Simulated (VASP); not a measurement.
# Zr in VASP: reference runs

How does Zr come out in PBE? The cell is run as given.

Everything below comes from runs of VASP 6.6.1. Logs are shortened: lines on timing, memory, paths and dates and some standing lists are left out, and cuts for length are marked.

**1. The cell of the first run**

The cell holds a slab with vacuum, 5 atoms: a = 3.135 Å, b = 3.135 Å, c = 25.239 Å, α = 90.00°, β = 90.00°, γ = 109.47°.

The slab is cut from a database's or a generator's crystal, which needn't be the stable form of the element.

**2. Single point, PBE (the (1 1 0) slab of Zr, cut from the database cell, not relaxed)**

INCAR reads:

```
PREC = Accurate ; ENCUT = 520
EDIFF = 1E-7 ; ISMEAR = -1
SIGMA = 0.05 ; LREAL = False
LASPH = True ; NELM = 60
ALGO = Normal ; ISIF = 2
LWAVE = False ; LCHARG = False
LDIPOL = True ; IDIPOL = 3
DIPOL = 0.5 0.5 0.500 ; GGA = PE
NBANDS = 38
```

KPOINTS reads:

```
regular mesh
0
Gamma
  9 9 1
```

POSCAR reads:

```
Zr
1.0
    3.1350119617      0.0000000000      0.0000000000
   -1.0450039872      2.9557176230      0.0000000000
    0.0000000000      0.0000000000     25.2389061916
Zr
5
Direct
    0.5000000000      0.5000000000      0.2971602629
    0.0000000000      0.0000000000      0.3985801315
    0.5000000000      0.5000000000      0.5000000000
    0.0000000000      0.0000000000      0.6014198685
    0.5000000000      0.5000000000      0.7028397371
```

Potentials or basis: VASP PAW PBE potentials, release 64 (Zr_sv).

The run is started by

```sh
cat potpaw_PBE.64/Zr_sv/POTCAR > POTCAR
mpirun -np 1 vasp_std > vasp.out
```

OUTCAR:

```text
PREC = Accurate
   ENCUT = 520
   EDIFF = 1E-7
   ISMEAR = -1
   LREAL = False
   LASPH = True
   NELM = 60
   ISIF = 2
   GGA = PE

 ion  position               nearest neighbor table
   1  0.500  0.500  0.297-   2 3.14   2 3.14   2 3.62   2 3.62
   2  0.000  0.000  0.399-   3 3.14   3 3.14   1 3.14   1 3.14   3 3.62   3 3.62   1 3.62   1 3.62

   3  0.500  0.500  0.500-   2 3.14   4 3.14   2 3.14   4 3.14   2 3.62   4 3.62   2 3.62   4 3.62

   4  0.000  0.000  0.601-   3 3.14   3 3.14   5 3.14   5 3.14   3 3.62   3 3.62   5 3.62   5 3.62

   5  0.500  0.500  0.703-   4 3.14   4 3.14   4 3.62   4 3.62

  LATTYP: Found a base centered orthorhombic cell.
 ALAT       =     3.6200000001
 B/A-ratio  =     1.4142135624
 C/A-ratio  =     6.9720735335

  Lattice vectors:

 A1 = (   3.1350119617,   0.0000000000,   0.0000000000)
 A2 = (  -1.0450039872,   2.9557176230,   0.0000000000)
 A3 = (   0.0000000000,   0.0000000000,  25.2389061916)

Analysis of symmetry for initial positions (statically):
=====================================================================
 Subroutine PRICEL returns:
 Original cell was already a primitive cell.

 Routine SETGRP: Setting up the symmetry group for a
 base centered orthorhombic supercell.

 Subroutine GETGRP returns: Found  8 space group operations
 (whereof  8 operations were pure point group operations)
 out of a pool of  8 trial point group operations.

The static configuration has the point symmetry D_2h.

Analysis of symmetry for dynamics (positions and initial velocities):
=====================================================================
 Subroutine PRICEL returns:
 Original cell was already a primitive cell.

 Routine SETGRP: Setting up the symmetry group for a
 base centered orthorhombic supercell.

 Subroutine GETGRP returns: Found  8 space group operations
 (whereof  8 operations were pure point group operations)
 out of a pool of  8 trial point group operations.

The dynamic configuration has the point symmetry D_2h.

 Subroutine INISYM returns: Found  8 space group operations
 (whereof  8 operations are pure point group operations),
 and found     1 'primitive' translations

----------------------------------------------------------------------------------------

                                     Primitive cell

  volume of cell :     233.8690

  direct lattice vectors                    reciprocal lattice vectors
     3.135011962  0.000000000  0.000000000     0.318978049  0.112775771  0.000000000
    -1.045003987  2.955717623  0.000000000     0.000000000  0.338327313  0.000000000
     0.000000000  0.000000000 25.238906192     0.000000000  0.000000000  0.039621368

  length of vectors
     3.135011962  3.135011962 25.238906192     0.338327313  0.338327313  0.039621368

  position of ions in fractional coordinates (direct lattice)
     0.500000000  0.500000000  0.297160263
     0.000000000  0.000000000  0.398580131
     0.500000000  0.500000000  0.500000000
     0.000000000  0.000000000  0.601419869
     0.500000000  0.500000000  0.702839737

  ion indices of the primitive-cell ions
   primitive index   ion index
                 1           1
                 2           2
                 3           3
                 4           4
                 5           5

----------------------------------------------------------------------------------------

 KPOINTS: regular mesh

Automatic generation of k-mesh.
 Grid dimensions read from file:
 generate k-points for:    9    9    1

 Generating k-lattice:

  Cartesian coordinates                     Fractional coordinates (reciprocal lattice)
     0.035442005  0.012530641  0.000000000     0.111111111 -0.000000000  0.000000000
     0.000000000  0.037591924  0.000000000     0.000000000  0.111111111  0.000000000
     0.000000000  0.000000000  0.039621368     0.000000000  0.000000000  1.000000000

  Length of vectors
     0.037591924  0.037591924  0.039621368

  Shift w.r.t. Gamma in fractional coordinates (k-lattice)
     0.000000000  0.000000000  0.000000000

 Subroutine IBZKPT returns following result:
 ===========================================

 Found     25 irreducible k-points:

 Following reciprocal coordinates:
            Coordinates               Weight
  0.000000  0.000000  0.000000      1.000000
  0.111111  0.000000  0.000000      4.000000
  0.222222  0.000000  0.000000      4.000000
  0.333333  0.000000  0.000000      4.000000
  0.444444  0.000000  0.000000      4.000000
  0.111111  0.111111  0.000000      2.000000
[... 16 lines left out ...]
 -0.333333  0.333333  0.000000      2.000000
  0.444444  0.444444  0.000000      2.000000
   k-points           NKPTS =     25   k-points in BZ     NKDIM =     25   number of bands    NBANDS=     38
   number of dos      NEDOS =    301   number of ions     NIONS =      5
   total plane-waves  NPLWV = 110592
   dimension x,y,z NGX =    24 NGY =   24 NGZ =  192
   dimension x,y,z NGXF=    48 NGYF=   48 NGZF=  384
   ions per type =               5
   NGX,Y,Z   is equivalent  to a cutoff of  12.73, 12.73, 12.65 a.u.
   NGXF,Y,Z  is equivalent  to a cutoff of  25.45, 25.45, 25.29 a.u.
 SYSTEM =  unknown system
   PREC   = accura    normal or accurate (medium, high low for compatibility)
   ISTART =      0    job   : 0-new  1-cont  2-samecut
   ICHARG =      2    charge: 1-file 2-atom 10-const
   ISPIN  =      1    spin polarized calculation?
   LNONCOLLINEAR =      F non collinear calculations
   LSORBIT =      F    spin-orbit coupling
   LASPH  =      T    aspherical Exc in radial PAW
   ENCUT  =  520.0 eV  38.22 Ry    6.18 a.u.   5.83  5.83 46.93*2*pi/ulx,y,z
   NELM   =     60;   NELMIN=  2; NELMDL= -5     # of ELM steps
   EDIFF  = 0.1E-06   stopping-criterion for ELM
   LREAL  =      F    real-space projection
   EDIFFG = 0.1E-05   stopping-criterion for IOM
   NSW    =      0    number of steps for IOM
   IBRION =     -1    ionic relax: 0-MD 1-quasi-New 2-CG
   NFREE  =      0    steps in history (QN), initial steepest desc. (CG)
   ISIF   =      2    stress and relaxation
   ISYM   =      2    0-nonsym 1-usesym 2-fastsym
   POTIM  = 0.5000    time-step for ionic-motion
   TEBEG  =    0.0;   TEEND  =   0.0 temperature during run
   PSTRESS=    0.0 pullay stress
   NELECT =      60.0000    total number of electrons
   NUPDOWN=      -1.0000    fix difference up-down
   EMIN   =  10.00;   EMAX   =-10.00  energy-range for DOS
   EFERMI =   0.00;   METHOD = LEGACY
   ISMEAR =    -1;   SIGMA  =   0.05  broadening in eV -4-tet -1-fermi 0-gaus
   EFERMI_NEDOS =   21; number of points for ismear=-14 and -15
   IALGO  =     38    algorithm
   IMIX   =      4    mixing-type and parameters
     AMIX     =   0.40;   BMIX     =  1.00
     AMIX_MAG =   1.60;   BMIX_MAG =  1.00
  volume/ion in A,a.u.               =      46.77       315.65
  Fermi-wavevector in a.u.,A,eV,Ry     =   1.040242  1.965772 14.722909  1.082103
  Thomas-Fermi vector in A             =   2.174809
   LORBIT       =      0    0 simple, 1 ext, 2 COOP (PROOUT), +10 PAW based schemes
   GGA     = PE    functional components
   LHFCALC =     F    Hartree Fock is set to
   AEXX    =    0.0000 exact exchange contribution
   IVDW    =     0    specifies the selected vdW correction
   LEPSILON=     F    determine dielectric tensor
   LRPA    =     F    only Hartree local field effects (RPA)
 non-spin polarized calculation
  energy-cutoff  :      520.00
  volume of cell :      233.87
 maximum number of plane-waves:      6346
   NGX = 11   NGY = 11   NGZ = 93

 number of electron      60.0000001 magnetization

 dipolmoment           0.000000      0.000000      0.000000 electrons x Angstroem

 Free energy of the ion-electron system (eV)
  ---------------------------------------------------
  ext. energy  EPLUGINS =         0.00000000
  ---------------------------------------------------
  free energy    TOTEN  =       -40.37484025 eV

  energy without entropy =      -40.28013046  energy(sigma->0) =      -40.32748536

 E-fermi :   2.4527     XC(G=0):  -6.3835

 val. band max:        2.4495467015   @ k =  -0.1111   0.1111   0.0000
 cond. band min:       2.4565164205   @ k =   0.3333   0.2222   0.0000
 fundamental gap:      0.0069697189
 Fermi energy:         2.4527244527

 k-point     1 :       0.0000    0.0000    0.0000
  band No.  band energies     occupation
      1     -46.3921      2.00000
      2     -46.3921      2.00000
      3     -46.0347      2.00000
      4     -45.9789      2.00000
      5     -45.9350      2.00000
      6     -24.6124      2.00000
[... 30 lines left out ...]
     37       3.8072      0.00000
     38       4.4443      0.00000

 k-point     2 :       0.1111    0.0000    0.0000
  band No.  band energies     occupation
      1     -46.3838      2.00000
      2     -46.3837      2.00000
      3     -46.0238      2.00000
      4     -45.9711      2.00000
      5     -45.9300      2.00000
      6     -24.5907      2.00000
[... 30 lines left out ...]
     37       3.8513      0.00000
     38       4.6140      0.00000

 k-point     3 :       0.2222    0.0000    0.0000
  band No.  band energies     occupation
      1     -46.3626      2.00000
      2     -46.3626      2.00000
      3     -45.9952      2.00000
      4     -45.9512      2.00000
      5     -45.9182      2.00000
      6     -24.5405      2.00000
[... 30 lines left out ...]
     37       4.1542      0.00000
     38       5.1448      0.00000

 k-point     4 :       0.3333    0.0000    0.0000
  band No.  band energies     occupation
      1     -46.3384      2.00000
      2     -46.3384      2.00000
      3     -45.9591      2.00000
      4     -45.9285      2.00000
      5     -45.9081      2.00000
      6     -24.5686      2.00000
[... 30 lines left out ...]
     37       4.8349      0.00000
     38       5.3435      0.00000
[... 703 lines left out ...]
      4     -45.8762      2.00000
      5     -45.8467      2.00000
      6     -24.6400      2.00000
[... 30 lines left out ...]
     37       5.1629      0.00000
     38       5.1798      0.00000

 k-point    23 :      -0.3333    0.3333    0.0000
  band No.  band energies     occupation
      1     -46.3027      2.00000
      2     -46.3027      2.00000
      3     -45.9352      2.00000
      4     -45.8904      2.00000
      5     -45.8566      2.00000
      6     -24.5442      2.00000
[... 30 lines left out ...]
     37       4.8103      0.00000
     38       5.0516      0.00000

 k-point    24 :       0.4444    0.4444    0.0000
  band No.  band energies     occupation
      1     -46.2748      2.00000
      2     -46.2748      2.00000
      3     -45.9015      2.00000
      4     -45.8630      2.00000
      5     -45.8352      2.00000
      6     -24.7020      2.00000
[... 30 lines left out ...]
     37       5.4129      0.00000
     38       5.5416      0.00000

 [... further k-points ...]

------------------------ aborting loop because EDIFF is reached ----------------------------------------

 vacuum level on the upper side and lower side of the slab       (xc-potential included)        -0.156        -0.156

  FORCE on cell =-STRESS in cart. coord.  units (eV):
  Direction    XX          YY          ZZ          XY          YZ          ZX
  --------------------------------------------------------------------------------------
  -------------------------------------------------------------------------------------
  Total       -4.9061545     -5.0038995     -3.5829424     -0.1382323      0.0000000      0.0000000
  in kB      -33.6108215    -34.2804477    -24.5458307     -0.9469944      0.0000000      0.0000000
  external PRESSURE =     -30.8123666 kB  Pullay stress =       0.0000000 kB

 VOLUME and BASIS-vectors are now :
 -----------------------------------------------------------------------------
  energy-cutoff  :      520.00
  volume of cell :      233.87
      direct lattice vectors                 reciprocal lattice vectors
     3.135011962  0.000000000  0.000000000     0.318978049  0.112775771  0.000000000
    -1.045003987  2.955717623  0.000000000     0.000000000  0.338327313  0.000000000
     0.000000000  0.000000000 25.238906192     0.000000000  0.000000000  0.039621368

 POSITION                                       TOTAL-FORCE (eV/Angst)
 -----------------------------------------------------------------------------------
      1.04500      1.47786      7.50000        -0.000000      0.000000      0.588199
      0.00000      0.00000     10.05973         0.000000     -0.000000     -0.484671
      1.04500      1.47786     12.61945        -0.000000      0.000000      0.000000
      0.00000      0.00000     15.17918        -0.000000      0.000000      0.484671
      1.04500      1.47786     17.73891         0.000000      0.000000     -0.588199
 -----------------------------------------------------------------------------------
    total drift:                                0.000000      0.000000     -0.000000

  FREE ENERGIE OF THE ION-ELECTRON SYSTEM (eV)
  ---------------------------------------------------
  free  energy   TOTEN  =       -40.3748402536 eV

  energy  without entropy=      -40.2801304621  energy(sigma->0) =      -40.32748536

 vacuum level on the upper side and lower side of the slab         6.364         6.364
```

Run time: 4.6 min. Hardware: 1 thread of AMD EPYC 9R45 (Zen 5), shared host; peak memory 0.36 GiB.

Results:

```yaml
Free_energy: -40.3748 eV
Largest_force: 0.588 eV/Å
Band_gap_on_the_k_mesh: none (metal or under the smearing width)
```

Forces in eV/Å, atoms in the order of the input:
```
Zr   0.000  0.000  0.588
Zr   0.000  0.000 -0.485
Zr   0.000  0.000  0.000
Zr   0.000  0.000  0.485
Zr   0.000  0.000 -0.588
```

Levels at points of the mesh, in eV from the Fermi level:
```csv
k point,band 27,band 28,band 29,band 30,band 31,band 32,band 33,band 34
"(0.00, 0.00, 0.00)",-0.34,-0.01,0.02,0.04,0.52,0.70,0.74,0.97
```
